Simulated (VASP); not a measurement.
# KTaO3 (Pm-3m) in VASP: further runs

Aim: see how the results for KTaO3 move with the level of theory and the settings. Levels: LDA, r2SCAN. Tasks: relaxation of cell and atoms, single point.

All numbers are computed with VASP 6.6.1; they aren't measurements. Logs are shortened: lines on timing, memory, paths and dates and some standing lists are left out, and cuts for length are marked.

### Step 1. Starting point

The structure is cubic, space group Pm-3m (No. 221). The conventional cell has a = 3.988 Å, b = 3.988 Å, c = 3.988 Å, α = 90.00°, β = 90.00°, γ = 90.00°. Ta (site symmetry m-3m) has 6 O at 1.99 Å as nearest neighbours. K (site symmetry m-3m) has 12 O at 2.82 Å as nearest neighbours. O (site symmetry 4/mmm) is surrounded by 2 Ta at 1.99 Å.

### Step 2. Relaxation of cell and atoms, LDA

INCAR reads:

```
SYSTEM = KTaO3
PREC     = Accurate       ! precision mode
ENCUT    = 600            ! plane-wave cutoff, eV
EDIFF    = 1E-6           ! SCF threshold, eV
ISMEAR   = 0              ! smearing method
SIGMA    = 0.02           ! smearing width, eV
LREAL    = .FALSE.        ! projectors in reciprocal space
LASPH    = .TRUE.         ! aspherical terms in the spheres
NELM     = 100            ! most SCF steps
ALGO     = Normal         ! electronic algorithm
ISIF     = 3              ! what is computed and relaxed
LWAVE    = .FALSE.        ! write WAVECAR
LCHARG   = .FALSE.        ! write CHGCAR
IBRION   = 2              ! ionic algorithm
NSW      = 40             ! ionic steps
EDIFFG   = -0.01          ! ionic threshold
KPAR     = 2
```

KPOINTS reads:

```
Automatic mesh
0
G
  6 6 6
  0 0 0
```

POSCAR reads:

```
KTaO3
1.0
    3.9883000000      0.0000000000      0.0000000000
    0.0000000000      3.9883000000      0.0000000000
    0.0000000000      0.0000000000      3.9883000000
Ta K O
1 1 3
Direct
    0.0000000000      0.0000000000      0.0000000000
    0.5000000000      0.5000000000      0.5000000000
    0.0000000000      0.0000000000      0.5000000000
    0.0000000000      0.5000000000      0.0000000000
    0.5000000000      0.0000000000      0.0000000000
```

Potentials or basis: VASP PAW LDA potentials, release 64 (Ta_pv, K_sv, O).

The run is started by

```console
> cat potpaw_LDA.64/Ta_pv/POTCAR potpaw_LDA.64/K_sv/POTCAR potpaw_LDA.64/O/POTCAR > POTCAR
> mpirun -np 2 vasp_std > vasp.out
```

OUTCAR:

```text
SYSTEM = KTaO3
   PREC = Accurate
   ENCUT = 600
   EDIFF = 1E-6
   ISMEAR = 0
   LREAL = .FALSE.
   LASPH = .TRUE.
   NELM = 100
   ISIF = 3
   IBRION = 2
   NSW = 40
   EDIFFG = -0.01

 ion  position               nearest neighbor table
   1  0.000  0.000  0.000-   3 1.99   4 1.99   5 1.99   3 1.99   4 1.99   5 1.99   2 3.45   2 3.45
                             2 3.45   2 3.45   2 3.45   2 3.45   2 3.45   2 3.45
   2  0.500  0.500  0.500-   3 2.82   4 2.82   5 2.82   4 2.82   5 2.82   3 2.82   5 2.82   5 2.82
                             3 2.82   4 2.82   4 2.82   3 2.82   1 3.45   1 3.45   1 3.45   1 3.45
   3  0.000  0.000  0.500-   1 1.99   1 1.99   2 2.82   2 2.82   2 2.82   2 2.82
   4  0.000  0.500  0.000-   1 1.99   1 1.99   2 2.82   2 2.82   2 2.82   2 2.82
   5  0.500  0.000  0.000-   1 1.99   1 1.99   2 2.82   2 2.82   2 2.82   2 2.82

  LATTYP: Found a simple cubic cell.
 ALAT       =     3.9883000000

  Lattice vectors:

 A1 = (   3.9883000000,   0.0000000000,   0.0000000000)
 A2 = (   0.0000000000,   3.9883000000,   0.0000000000)
 A3 = (   0.0000000000,   0.0000000000,   3.9883000000)

Analysis of symmetry for initial positions (statically):
=====================================================================
 Subroutine PRICEL returns:
 Original cell was already a primitive cell.

 Routine SETGRP: Setting up the symmetry group for a
 simple cubic supercell.

 Subroutine GETGRP returns: Found 48 space group operations
 (whereof 48 operations were pure point group operations)
 out of a pool of 48 trial point group operations.

The static configuration has the point symmetry O_h .

Analysis of symmetry for dynamics (positions and initial velocities):
=====================================================================
 Subroutine PRICEL returns:
 Original cell was already a primitive cell.

 Routine SETGRP: Setting up the symmetry group for a
 simple cubic supercell.

 Subroutine GETGRP returns: Found 48 space group operations
 (whereof 48 operations were pure point group operations)
 out of a pool of 48 trial point group operations.

The dynamic configuration has the point symmetry O_h .

 Subroutine INISYM returns: Found 48 space group operations
 (whereof 48 operations are pure point group operations),
 and found     1 'primitive' translations

----------------------------------------------------------------------------------------

                                     Primitive cell

  volume of cell :      63.4400

  direct lattice vectors                    reciprocal lattice vectors
     3.988300000  0.000000000  0.000000000     0.250733395  0.000000000  0.000000000
     0.000000000  3.988300000  0.000000000     0.000000000  0.250733395  0.000000000
     0.000000000  0.000000000  3.988300000     0.000000000  0.000000000  0.250733395

  length of vectors
     3.988300000  3.988300000  3.988300000     0.250733395  0.250733395  0.250733395

  position of ions in fractional coordinates (direct lattice)
     0.000000000  0.000000000  0.000000000
     0.500000000  0.500000000  0.500000000
     0.000000000  0.000000000  0.500000000
     0.000000000  0.500000000  0.000000000
     0.500000000  0.000000000  0.000000000

  ion indices of the primitive-cell ions
   primitive index   ion index
                 1           1
                 2           2
                 3           3
                 4           4
                 5           5

----------------------------------------------------------------------------------------

 KPOINTS: Automatic mesh

Automatic generation of k-mesh.
 Grid dimensions read from file:
 generate k-points for:    6    6    6

 Generating k-lattice:

  Cartesian coordinates                     Fractional coordinates (reciprocal lattice)
     0.041788899  0.000000000  0.000000000     0.166666667  0.000000000  0.000000000
     0.000000000  0.041788899  0.000000000     0.000000000  0.166666667  0.000000000
     0.000000000  0.000000000  0.041788899     0.000000000  0.000000000  0.166666667

  Length of vectors
     0.041788899  0.041788899  0.041788899

  Shift w.r.t. Gamma in fractional coordinates (k-lattice)
     0.000000000  0.000000000  0.000000000

 Subroutine IBZKPT returns following result:
 ===========================================

 Found     20 irreducible k-points:

 Following reciprocal coordinates:
            Coordinates               Weight
  0.000000  0.000000  0.000000      1.000000
  0.166667  0.000000  0.000000      6.000000
  0.333333  0.000000  0.000000      6.000000
  0.500000  0.000000  0.000000      3.000000
  0.166667  0.166667  0.000000     12.000000
  0.333333  0.166667  0.000000     24.000000
[... 12 lines left out ...]
  0.500000  0.500000  0.333333      6.000000
  0.500000  0.500000  0.500000      1.000000
   k-points           NKPTS =     20   k-points in BZ     NKDIM =     20   number of bands    NBANDS=     23
   number of dos      NEDOS =    301   number of ions     NIONS =      5
   total plane-waves  NPLWV =  32768
   dimension x,y,z NGX =    32 NGY =   32 NGZ =   32
   dimension x,y,z NGXF=    64 NGYF=   64 NGZF=   64
   ions per type =               1   1   3
   NGX,Y,Z   is equivalent  to a cutoff of  13.34, 13.34, 13.34 a.u.
   NGXF,Y,Z  is equivalent  to a cutoff of  26.68, 26.68, 26.68 a.u.
 SYSTEM =  KTaO3
   PREC   = accura    normal or accurate (medium, high low for compatibility)
   ISTART =      0    job   : 0-new  1-cont  2-samecut
   ICHARG =      2    charge: 1-file 2-atom 10-const
   ISPIN  =      1    spin polarized calculation?
   LNONCOLLINEAR =      F non collinear calculations
   LSORBIT =      F    spin-orbit coupling
   LASPH  =      T    aspherical Exc in radial PAW
   ENCUT  =  600.0 eV  44.10 Ry    6.64 a.u.   7.97  7.97  7.97*2*pi/ulx,y,z
   NELM   =    100;   NELMIN=  2; NELMDL= -5     # of ELM steps
   EDIFF  = 0.1E-05   stopping-criterion for ELM
   LREAL  =      F    real-space projection
   EDIFFG = -.1E-01   stopping-criterion for IOM
   NSW    =     40    number of steps for IOM
   IBRION =      2    ionic relax: 0-MD 1-quasi-New 2-CG
   NFREE  =      1    steps in history (QN), initial steepest desc. (CG)
   ISIF   =      3    stress and relaxation
   ISYM   =      2    0-nonsym 1-usesym 2-fastsym
   POTIM  = 0.5000    time-step for ionic-motion
   TEBEG  =    0.0;   TEEND  =   0.0 temperature during run
   PSTRESS=    0.0 pullay stress
   NELECT =      38.0000    total number of electrons
   NUPDOWN=      -1.0000    fix difference up-down
   EMIN   =  10.00;   EMAX   =-10.00  energy-range for DOS
   EFERMI =   0.00;   METHOD = LEGACY
   ISMEAR =     0;   SIGMA  =   0.02  broadening in eV -4-tet -1-fermi 0-gaus
   EFERMI_NEDOS =   21; number of points for ismear=-14 and -15
   IALGO  =     38    algorithm
   IMIX   =      4    mixing-type and parameters
     AMIX     =   0.40;   BMIX     =  1.00
     AMIX_MAG =   1.60;   BMIX_MAG =  1.00
  volume/ion in A,a.u.               =      12.69        85.62
  Fermi-wavevector in a.u.,A,eV,Ry     =   1.380008  2.607837 25.911228  1.904422
  Thomas-Fermi vector in A             =   2.504925
   LORBIT       =      0    0 simple, 1 ext, 2 COOP (PROOUT), +10 PAW based schemes
   GGA     = CA    functional components
   LHFCALC =     F    Hartree Fock is set to
   AEXX    =    0.0000 exact exchange contribution
   IVDW    =     0    specifies the selected vdW correction
   LEPSILON=     F    determine dielectric tensor
   LRPA    =     F    only Hartree local field effects (RPA)
 conjugate gradient relaxation of ions
 non-spin polarized calculation
 Gauss-broadening in eV      SIGMA  =   0.02
  energy-cutoff  :      600.00
  volume of cell :       63.44
 maximum number of plane-waves:      2176
 NGX is ok and might be reduce to    32
   NGX = 15   NGY = 15   NGZ = 15

--------------------------------------- Ionic step        1  -------------------------------------------

 number of electron      37.9999990 magnetization

 Free energy of the ion-electron system (eV)
  ---------------------------------------------------
  ext. energy  EPLUGINS =         0.00000000
  ---------------------------------------------------
  free energy    TOTEN  =       -45.04881854 eV

  energy without entropy =      -45.04881854  energy(sigma->0) =      -45.04881854

------------------------ aborting loop because EDIFF is reached ----------------------------------------

  FORCE on cell =-STRESS in cart. coord.  units (eV):
  Direction    XX          YY          ZZ          XY          YZ          ZX
  --------------------------------------------------------------------------------------
  -------------------------------------------------------------------------------------
  Total       -1.8274453     -1.8274453     -1.8274453      0.0000000     -0.0000000      0.0000000
  in kB      -46.1521053    -46.1521053    -46.1521053      0.0000000     -0.0000000      0.0000000
  external PRESSURE =     -46.1521053 kB  Pullay stress =       0.0000000 kB
[... 63 lines left out ...]
  energy  without entropy=      -45.0278277044  energy(sigma->0) =      -45.02782770

--------------------------------------- Ionic step        3  -------------------------------------------

 number of electron      37.9999982 magnetization

 Free energy of the ion-electron system (eV)
  ---------------------------------------------------
  ext. energy  EPLUGINS =         0.00000000
  ---------------------------------------------------
  free energy    TOTEN  =       -45.06948092 eV

  energy without entropy =      -45.06948092  energy(sigma->0) =      -45.06948092

 E-fermi :   1.8273     XC(G=0): -11.5431

 val. band max:        1.6779177684   @ k =   0.5000   0.5000   0.5000
 cond. band min:       3.7434698721   @ k =   0.0000   0.0000   0.0000
 fundamental gap:      2.0655521037
 Fermi energy:         1.8272774526

 k-point     1 :       0.0000    0.0000    0.0000
  band No.  band energies     occupation
      1     -32.1389      2.00000
      2     -32.1389      2.00000
      3     -32.1389      2.00000
      4     -25.1795      2.00000
      5     -15.6608      2.00000
      6     -14.9162      2.00000
[... 541 lines left out ...]
  FREE ENERGIE OF THE ION-ELECTRON SYSTEM (eV)
  ---------------------------------------------------
  free  energy   TOTEN  =       -45.0694809238 eV

  energy  without entropy=      -45.0694809238  energy(sigma->0) =      -45.06948092

 reached required accuracy - stopping structural energy minimisation
```

It took 41 s on 2 MPI ranks of AMD EPYC 7R13 (Zen 3), shared host; peak memory 0.16 GiB.

What came out:

| Item | Value |
| --- | --- |
| Free energy | -45.0695 eV |
| Relaxed volume | 12.41 Å³/atom |
| Relaxed cell | a = 3.959 Å, b = 3.959 Å, c = 3.959 Å, α = 90.00°, β = 90.00°, γ = 90.00° |
| Space group after relaxing (to 0.05 Å) | Pm-3m (No. 221) |
| Energy gained by relaxing | 4.1 meV/atom |
| Ionic steps | 3 |
| Pressure after relaxing | 0.0 GPa |
| Band gap on the k mesh | 2.07 eV, indirect (least direct gap 2.68 eV) |

The path:
```tsv
step	energy change (eV)	largest force (eV/Å)	pressure (GPa)	volume (Å³)
1	0.0000	0.0000	-4.62	63.44
2	0.0210	0.0000	7.24	60.14
3	-0.0207	0.0000	-0.04	62.05
```

Final structure:
```
Ta K O
1.0
     3.95893    0.00000    0.00000
     0.00000    3.95893    0.00000
     0.00000    0.00000    3.95893
Ta K O
1 1 3
Direct
  0.00000 0.00000 0.00000
  0.50000 0.50000 0.50000
  0.00000 0.00000 0.50000
  0.00000 0.50000 0.00000
  0.50000 0.00000 0.00000
```

Levels at points of the mesh, in eV from the valence-band top:
| k point | band 17 | band 18 | band 19 | band 20 | band 21 | band 22 |
| --- | --- | --- | --- | --- | --- | --- |
| (0.00, 0.00, 0.00) | -0.61 | -0.61 | -0.61 | 2.07 | 2.07 | 2.07 |
| (0.50, 0.00, 0.00) | -1.62 | -0.85 | -0.85 | 2.24 | 5.08 | 5.08 |
| (0.50, 0.50, 0.00) | -1.48 | -1.48 | -0.04 | 5.12 | 5.12 | 6.44 |
| (0.50, 0.50, 0.50) | 0.00 | 0.00 | 0.00 | 6.60 | 6.60 | 6.60 |

Caveat: spin-orbit coupling is left out, which moves the levels of the heavy elements.

### Step 3. Single point, r2SCAN

INCAR reads:

```
SYSTEM = KTaO3
PREC = Accurate
ENCUT = 900
EDIFF = 1E-8
ISMEAR = 0
SIGMA = 0.05
LREAL = .False.
LASPH = .True.
NELM = 100
ALGO = Normal
ISIF = 2
LWAVE = .False.
LCHARG = .False.
METAGGA = R2SCAN
LMIXTAU = .True.
ADDGRID = .False.
```

KPOINTS reads:

```
regular mesh
0
Gamma
  8 8 8
  0 0 0
```

POSCAR is that of step 2.

Potentials or basis: VASP PAW PBE potentials, release 64 (Ta, K_pv, O).

The run is started by

```console
> cat potpaw_PBE.64/Ta/POTCAR potpaw_PBE.64/K_pv/POTCAR potpaw_PBE.64/O/POTCAR > POTCAR
> mpirun -np 1 vasp_std > vasp.out
```

Wall time 6.9 min (1 thread of AMD EPYC 9R14 (Zen 4), shared host); peak memory 0.31 GiB.

It converged, with:

| Item | Value |
| --- | --- |
| Free energy | -87.0124 eV |
| Pressure | 1.6 GPa |
| Band gap on the k mesh | 2.52 eV, indirect (least direct gap 3.19 eV) |

Levels at points of the mesh, in eV from the valence-band top:
| k point | band 12 | band 13 | band 14 | band 15 | band 16 | band 17 | band 18 | band 19 |
| --- | --- | --- | --- | --- | --- | --- | --- | --- |
| (0.00, 0.00, 0.00) | -1.09 | -0.67 | -0.67 | -0.67 | 2.52 | 2.52 | 2.52 | 6.89 |
| (0.50, 0.00, 0.00) | -2.15 | -1.53 | -0.90 | -0.90 | 2.66 | 5.34 | 5.34 | 6.91 |
| (0.50, 0.50, 0.00) | -1.77 | -1.46 | -1.46 | -0.04 | 5.38 | 5.38 | 6.67 | 7.97 |
| (0.50, 0.50, 0.50) | -3.95 | 0.00 | 0.00 | 0.00 | 6.81 | 6.81 | 6.81 | 8.88 |

Caveat: the PAW data sets were made with another functional, which shifts forces and pressure a little; spin-orbit coupling is left out, which moves the levels of the heavy elements. A k mesh can miss the band edges.

(Continued in part 2 of 2.)
